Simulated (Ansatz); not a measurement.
Here is an Ansatz 0.2.0 calculation.

Contents of input.yaml:

```yaml
crystal:
  lattice:
    - [0.0, 2.04275, 2.04275]
    - [2.04275, 0.0, 2.04275]
    - [2.04275, 2.04275, 0.0]
  atoms:
    - { symbol: Ag, position: [0.0, 0.0, 0.0] }
hamiltonian:
  xc: blyp
  pseudopotentials: { kind: paw }
kpoints:
  mp_grid: { grid: [11, 11, 11] }
scf:
  occupations: { method: fermi_dirac, width: 0.05 }
output:
  forces: true
  stress: true
relax:
  f_tol: 0.01
  max_steps: 40
  cell: { stress_tol: 0.05 }
```

Potentials or basis: Ansatz PAW.

The run is started by

```bash
$ ansatz run input.yaml --threads 2 --pin off --max-ram 5632MiB --backend cpu --events-out ev --progress --plain --runs-dir out
```

**Question.** What does it give for the relaxed volume?

**Answer.** 19.30 Å³/atom.

**Question.** Predict the relaxed cell.

**Answer.** a = 3.011 Å, b = 3.011 Å, c = 3.011 Å, α = 60.00°, β = 60.00°, γ = 60.00°.

Final structure:
```
CELL_PARAMETERS angstrom
0.00000 2.12896 2.12896
2.12896 0.00000 2.12896
2.12896 2.12896 0.00000
ATOMIC_POSITIONS crystal
Ag 0.00000 0.00000 0.00000
```

Caveat: the volume moved by +13 % from the deposited cell, more than functionals usually miss; the PAW data sets come from PBE, with cores solved anew for the run's functional, which leaves a small shift of forces and pressure. BLYP gives volumes clearly too large for solids.
